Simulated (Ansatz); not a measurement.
**V2O5 — field gradients at the nuclei**

The cell is a structure deposited in the COD, its atoms then relaxed with PBE in this cell.

Space group Pmmn:1 (No. 59); a = 3.5550, b = 11.4800, c = 4.3600 Å.

| site | Wyckoff | site symmetry | x | y | z |
| --- | --- | --- | --- | --- | --- |
| V | 4e | m.. | 0.0000 | 0.8514 | 0.1148 |
| O5 | 2a | mm2 | 0.0000 | 0.0000 | 0.0020 |
| O7 | 4e | m.. | 0.0000 | 0.8550 | 0.4781 |
| O11 | 4e | m.. | 0.5000 | 0.8192 | 0.0061 |

One atom of each set is listed; the run and its k-mesh use a cell of 14 atoms with edges of 11.48, 4.36, 3.56 Å.

Level of theory: DFT, PBE, plane waves and PAW, scalar-relativistic, 420 eV cutoff, Γ-centred 2×5×5 k-points, Fermi–Dirac smearing 0.02 eV (Ansatz 0.2.0).

Conventions: |V_zz| ≥ |V_yy| ≥ |V_xx|, η = (V_xx − V_yy)/V_zz, C_Q = eQV_zz/h. ν_Q = 3|C_Q|/[2I(2I − 1)].

51V: I = 7/2, Q = -52.00 mb; ¹⁷O: I = 5/2, Q = -25.58 mb. Quadrupole moments are those of Pyykkö's year-2017 table.

Q: What field gradients does the calculation give at each kind of site?

A: 

```json
{"site": "V", "atoms": "4", "first shell": "5 O at 1.58–2.03 Å", "C_Q (MHz)": "0.903", "η": "0.72", "ν_Q (MHz)": "0.065"}
{"site": "O5", "atoms": "2", "first shell": "2 V at 1.78 Å, angle 148°", "C_Q (MHz)": "3.66", "η": "0.01", "ν_Q (MHz)": "0.548"}
{"site": "O7", "atoms": "4", "first shell": "1 V at 1.58 Å", "C_Q (MHz)": "0.744", "η": "0.68", "ν_Q (MHz)": "0.112"}
{"site": "O11", "atoms": "4", "first shell": "3 V at 1.88–2.03 Å", "C_Q (MHz)": "3.10", "η": "0.70", "ν_Q (MHz)": "0.466"}
```

At O5 V_zz points along the bisector of its two bonds (within 1°).
